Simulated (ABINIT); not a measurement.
# ZnSe (Stilleite): G0W0 in ABINIT against the screening cutoff in the self-energy, part 2 of 2

How does the gap of ZnSe (Stilleite) converge in the screening cutoff in the self-energy?

ABINIT 10.8.3; PBE and many-body steps on it, plane waves. Known limits of the many-body steps: not at the basis limit; exchange with frozen shells missing; no spin-orbit coupling; coarse k mesh.

So far. Step 2 (Screening, 4×4×4 mesh, 310 bands, screening to 272.1 eV): Local fields lower ε∞ by 6 %. On a Γ-centred mesh this coarse the value itself is usually too large, while a short band sum pulls it down. Step 5 (3.5 Ha): The gap on the mesh goes from 1.29 eV to 2.50 eV, a correction of +1.21 eV.

### 6. 5 Ha

Level of this step: G0W0 on PBE, plane waves, norm-conserving pseudopotentials (ABINIT).

run.abi reads:

```
acell 3*1.0 Angstrom
rprim 
  -0.000000000000 2.833800000000 2.833800000000
  2.833800000000 0.000000000000 2.833800000000
  2.833800000000 2.833800000000 -0.000000000000
ntypat 2
znucl 30 34
natom 2
typat 1 2
xred 
  0.000000000000 0.000000000000 0.000000000000
  0.250000000000 0.250000000000 0.250000000000
pp_dirpath "pseudos"
pseudos "Zn.upf, Se.upf"
ecut 39
ngkpt 4 4 4
nshiftk 1
shiftk 0 0 0
kptopt 1
chksymbreak 0
istwfk *1
occopt 1
irdwfk 1
optdriver 4
nband 310
gwcalctyp 0
ecutsigx 39
symsigma 1
nkptgw 1
kptgw 
  0.0000000000 0.0000000000 0.0000000000
bdgw 
  16 22
ecuteps 5
irdscr 1
ppmodel 1
indata_prefix "in"
outdata_prefix "out"
tmpdata_prefix "tmp"
```

Run with:

```
$ OMP_NUM_THREADS=1 mpirun -n 8 abinit run.abi > log
```

The log of the run:

```text
.Version 10.8.3 of ABINIT. v10.8.2 released Aug 2026.

 Symmetries : space group F-4 3 m (#216); Bravais cF (face-center cubic)
[... echo of the input left out ...]
== DATASET  1 ==================================================================
-   mpi_nproc: 8, omp_nthreads: 1 (-1 if OMP is not activated)

--- !DatasetInfo
iteration_state: {dtset: 1, }
dimensions: {natom: 2, nkpt: 8, mband: 310, nsppol: 1, nspinor: 1, nspden: 1, mpw: 3591, }
cutoff_energies: {ecut:  39.0, pawecutdg:  -1.0, }
[...]
20   9.220 -10.891  -5.994  -4.591   0.815  -0.226 -10.641   0.249   9.469
       21   9.220 -10.891  -5.994  -4.591   0.815  -0.226 -10.641   0.249   9.469
       22   9.220 -10.891  -5.994  -4.591   0.815  -0.226 -10.641   0.249   9.469

== END DATASET(S) ==============================================================
================================================================================

 -outvars: echo values of variables after computation  --------
           etotal      0.0000000000E+00
            nband         310
             nkpt           8
          spgroup         216
 [... the other variables as echoed above ...]

 Calculation completed.
```

Wall time 5.7 s (8 MPI ranks of Intel Xeon Platinum 8488C (Sapphire Rapids), shared host); peak memory 1.3 GiB; 44 s of CPU time.

Numbers from this step:

* G0W0 gap on the points computed: 2.502 eV
* starting gap on the mesh: 1.288 eV
* k of the valence top: 0, 0, 0
* k of the conduction bottom: 0, 0, 0
* least direct G0W0 gap on the computed points: 2.502 eV

Against the run before, the gap moves by +0.001 eV.

### 7. 7.5 Ha

Edit run.abi of step 6 so:

```diff
@@ -33,3 +33,3 @@
   16 22
-ecuteps 5
+ecuteps 7.5
 irdscr 1
```

The log of the run:

```text
.Version 10.8.3 of ABINIT. v10.8.2 released Aug 2026.

 Symmetries : space group F-4 3 m (#216); Bravais cF (face-center cubic)
[... echo of the input left out ...]
== DATASET  1 ==================================================================
-   mpi_nproc: 8, omp_nthreads: 1 (-1 if OMP is not activated)

--- !DatasetInfo
iteration_state: {dtset: 1, }
dimensions: {natom: 2, nkpt: 8, mband: 310, nsppol: 1, nspinor: 1, nspden: 1, mpw: 3591, }
cutoff_energies: {ecut:  39.0, pawecutdg:  -1.0, }
[...]
20   9.220 -10.891  -5.994  -4.591   0.815  -0.227 -10.642   0.249   9.469
       21   9.220 -10.891  -5.994  -4.591   0.815  -0.227 -10.642   0.249   9.469
       22   9.220 -10.891  -5.994  -4.591   0.815  -0.227 -10.642   0.249   9.469

== END DATASET(S) ==============================================================
================================================================================

 -outvars: echo values of variables after computation  --------
           etotal      0.0000000000E+00
            nband         310
             nkpt           8
          spgroup         216
 [... the other variables as echoed above ...]

 Calculation completed.
```

The job ended after 11 s (8 MPI ranks; peak memory 2.3 GiB).

Numbers from this step:

```
G0W0 gap on the points computed              : 2.504 eV
starting gap on the mesh                     : 1.288 eV
k of the valence top                         : 0, 0, 0
k of the conduction bottom                   : 0, 0, 0
least direct G0W0 gap on the computed points : 2.504 eV
```

Against the run before, the gap moves by +0.002 eV.

### 8. 10 Ha

Edit run.abi of step 7 so:

```diff
@@ -33,3 +33,3 @@
   16 22
-ecuteps 7.5
+ecuteps 10
 irdscr 1
```

The log of the run:

```text
.Version 10.8.3 of ABINIT. v10.8.2 released Aug 2026.

 Symmetries : space group F-4 3 m (#216); Bravais cF (face-center cubic)
[... echo of the input left out ...]
== DATASET  1 ==================================================================
-   mpi_nproc: 8, omp_nthreads: 1 (-1 if OMP is not activated)

--- !DatasetInfo
iteration_state: {dtset: 1, }
dimensions: {natom: 2, nkpt: 8, mband: 310, nsppol: 1, nspinor: 1, nspden: 1, mpw: 3591, }
cutoff_energies: {ecut:  39.0, pawecutdg:  -1.0, }
[...]
20   9.220 -10.891  -5.994  -4.581   0.815  -0.227 -10.634   0.257   9.477
       21   9.220 -10.891  -5.994  -4.581   0.815  -0.227 -10.634   0.257   9.477
       22   9.220 -10.891  -5.994  -4.581   0.815  -0.227 -10.634   0.257   9.477

== END DATASET(S) ==============================================================
================================================================================

 -outvars: echo values of variables after computation  --------
           etotal      0.0000000000E+00
            nband         310
             nkpt           8
          spgroup         216
 [... the other variables as echoed above ...]

 Calculation completed.
```

Elapsed: 20 s, on 8 MPI ranks; peak memory 2.9 GiB.

Numbers from this step:

| Item | Value |
| --- | --- |
| G0W0 gap on the points computed | 2.504 eV |
| starting gap on the mesh | 1.288 eV |
| k of the valence top | 0, 0, 0 |
| k of the conduction bottom | 0, 0, 0 |
| least direct G0W0 gap on the computed points | 2.504 eV |

Against the run before, the gap moves by +0.000 eV.

### 9. Side by side

Times are wall times on 8 MPI ranks of Intel Xeon Platinum 8488C (Sapphire Rapids), shared host, good to a factor of about two. A run's time includes the screening step that it read.

| run | mesh | bands | screening cutoff (eV) | DFT gap (eV) | gap on the mesh (eV) | direct (eV) | ε∞ used | time |
| --- | --- | --- | --- | --- | --- | --- | --- | --- |
| 1 Ha | 4×4×4 | 310 | 27.2 | 1.288 | 2.599 | 2.599 | 14.07 | 92 s |
| 2 Ha | 4×4×4 | 310 | 54.4 | 1.288 | 2.513 | 2.513 | 14.07 | 92 s |
| 3.5 Ha | 4×4×4 | 310 | 95.2 | 1.288 | 2.501 | 2.501 | 14.07 | 93 s |
| 5 Ha | 4×4×4 | 310 | 136.1 | 1.288 | 2.502 | 2.502 | 14.07 | 95 s |
| 7.5 Ha | 4×4×4 | 310 | 204.1 | 1.288 | 2.504 | 2.504 | 14.07 | 100 s |
| 10 Ha | 4×4×4 | 310 | 272.1 | 1.288 | 2.504 | 2.504 | 14.07 | 1.8 min |

### 10. Outcome

| Quantity | Value |
| --- | --- |
| 1 Ha | 2.599 eV |
| 2 Ha | 2.513 eV |
| 3.5 Ha | 2.501 eV |
| 5 Ha | 2.502 eV |
| 7.5 Ha | 2.504 eV |
| 10 Ha | 2.504 eV |
| known limits | not at the basis limit; exchange with frozen shells missing; no spin-orbit coupling; coarse k mesh |

In words: The setting moved: screening cutoff in the self-energy. From 1 Ha to 10 Ha the gap moves by −0.10 eV. It holds to 0.03 eV from 2 Ha on. Bands and screening cutoff are coupled, so a series along one setting does not show full convergence. Bands and cutoff are finite, so the gap is not at the basis limit. The miss can reach some tenths of an eV and take either sign; the mesh is an error of its own. In the G0W0 runs levels were corrected at 1 k point alone, so a gap called «on the mesh» is the least over those, and an edge elsewhere would be missed. The 4×4×4 mesh is coarse for this cell, which bears on the long-range parts of exchange and screening. The norm-conserving file of at least one element keeps a d shell over frozen s and p shells of the same row. Exchange with those shells is missing from the self-energy, an error of 0.3 to 0.9 eV in cases checked, whose sign depends on which edge lies on those atoms. The many-body steps are scalar-relativistic: spin-orbit coupling is not in them.

[Paths, hosts, dates, memory and timing lines, banners, echoed tables and standing remarks are left out of the program output.]

[Logs are printed without paths, hosts, clocks, repeated set-up lines and the standing remarks that a program may print on its own settings, such as how far it seeks lower states.]

[Runs of the session that timed out or met a known fault of the program may be left out.]

[Hosts, paths, dates, database ids (printed as entryN), source tags and the programs' standing remarks are cut or masked in the printed files.]

[G0W0 gaps are taken among the corrected bands and points alone; a level outside them can change the order at an edge.]

[Where Ansatz stands beside ABINIT at settings called matched, ABINIT's density can come from a denser mesh and the files from another edition; pairs whose starting gaps differed by over 0.03 eV were left out, so agreement reads better than it is.]
